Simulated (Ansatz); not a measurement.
A 2-atom cell of CaS started from a crystallographic database, relaxed with r2SCAN: 7 runs in Ansatz 0.2.0, each a construction of maximally localised Wannier functions. It is cubic, Fm-3m (No. 225); conventional cell a = 5.696 Å, 23.10 Å³ an atom. Around Ca lie 6 S at 2.85 Å; around S lie 6 Ca at 2.85 Å. Spin-unpolarised throughout; all numbers are computed.

```yaml
crystal:
  lattice:
    - [0.00000, 2.84794, 2.84794]
    - [2.84794, 0.00000, 2.84794]
    - [2.84794, 2.84794, 0.00000]
  atoms:
    - { symbol: Ca, position: [0.00000, 0.00000, 0.00000] }
    - { symbol: S, position: [0.50000, 0.50000, 0.50000] }
```

Windows count from the top of the filled bands; a dash means that no such window was set (without an outer window there is no disentanglement).

```tsv
functional	SCF mesh	trial orbitals	functions	mesh	window (eV)	frozen (eV)	Ω total (Å²)	Ω invariant (Å²)	largest spread (Å²)	least projectability
PBE	6×6×6	S s, S p	4	6×6×6	–	–	6.43	5.37	1.61	0.92
PBE	6×6×6	S s, S p	4	4×4×4	–	–	6.04	5.00	1.51	0.92
PBE	6×6×6	S s, S p	4	8×8×8	–	–	6.58	5.51	1.64	0.92
PBE	6×6×6	S p	3	6×6×6	–	–	6.31	6.26	2.10	0.91
r2SCAN	6×6×6	S s, S p	4	6×6×6	–	–	6.24	5.17	1.56	0.93
r2SCAN	6×6×6	S p	3	6×6×6	–	–	6.11	6.07	2.04	0.92
HSE06	6×6×6	S s, S p	4	6×6×6	–	–	6.18	5.11	1.54	0.93
```

For S s, S p with PBE the spread goes 6.04 Å² (4×4×4), 6.43 Å² (6×6×6), 6.58 Å² (8×8×8): finite differences on a coarse mesh understate it.
